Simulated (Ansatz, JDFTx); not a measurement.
**HgTe: 3 runs at one level of theory**

```
CELL_PARAMETERS angstrom
0.00000 2.98408 2.98408
2.98408 0.00000 2.98408
2.98408 2.98408 0.00000
ATOMIC_POSITIONS crystal
Hg 0.00000 0.00000 0.00000
Te 0.75000 0.75000 0.75000
```

Alike in all runs: task single point; functional LDA; k mesh 7 × 7 × 7; occupations gaussian, width 0.1 eV; no spin polarisation; no spin-orbit coupling. LDA stands for any of its common fits. Pressure is positive in compression and, in plane waves, holds the error of the finite cutoff, which Ansatz's Pulay term estimates and takes out.

| program and potentials | plane-wave cutoff (eV) | notes | pressure (GPa) |
| --- | --- | --- | --- |
| Ansatz, Ansatz PAW | 420 | potentials made for PBE, which Ansatz adapts in part | ? |
| JDFTx, PseudoDojo-SR-LDA-0.4.1-standard with smoothed tails | 1088 | - | 19.34 |
| Ansatz, all-electron LAPW, scalar-relativistic | - | - | 19.17 |

Task: Estimate from the other rows what the run with Ansatz, Ansatz PAW gave.

Result: Pressure 19.12 GPa. Its pressure holds a Pulay term of +0.04 GPa. The other rows, which needn't bracket it: pressure 19.17 to 19.34.
